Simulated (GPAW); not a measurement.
The system is La2O3.

```xyz
5
Lattice="3.9308 0.0000 0.0000 -1.9654 3.4042 0.0000 0.0000 0.0000 6.1120" Properties=species:S:1:pos:R:3 pbc="T T T"
La    0.0000    2.2694    1.5050
La    1.9654    1.1347    4.6070
O     0.0000    0.0000    0.0000
O     0.0000    2.2694    3.9477
O     1.9654    1.1347    2.1643
```

The cell is a database's computed one.

Base run:

- Program: GPAW 26.7.0
- Functional: LDA
- Potentials or basis: the program's PAW data sets (release 1.2.1) made for this functional
- Cutoff: 800 eV
- Basis: pw
- k mesh: 8 × 8 × 5
- Occupations: fermi-dirac, width 0.05 eV
- Spin: spin-orbit coupling, no magnetisation

Its results: band gap on the k mesh 3.75 eV, indirect (least direct gap 3.89 eV); pressure -6.0 GPa; largest force 0.142 eV/Å.

Problem. The run is repeated on the same cell with these changes: k mesh from 8 × 8 × 5 to 5 × 5 × 3; spin from spin-orbit coupling, no magnetisation to no spin polarisation. What comes out?

Solution. Band gap on the k mesh 3.93 eV, indirect (least direct gap 4.05 eV); pressure -6.0 GPa; largest force 0.142 eV/Å.

Several settings changed at once, so the effect can't be laid on one alone.

Caveats: one-centre terms of the f shell are cut off; spin-orbit coupling was added after a scalar SCF, so levels and gaps hold it while energy, forces, pressure and moments don't (some runs); this program's spin-orbit splittings come out too wide for heavy elements (some runs); spin-orbit coupling is left out, which moves the levels of the heavy elements (some runs); the mesh misses the band edges, which the band path finds closer together (some runs).

Not every run made on this cell is shown here.
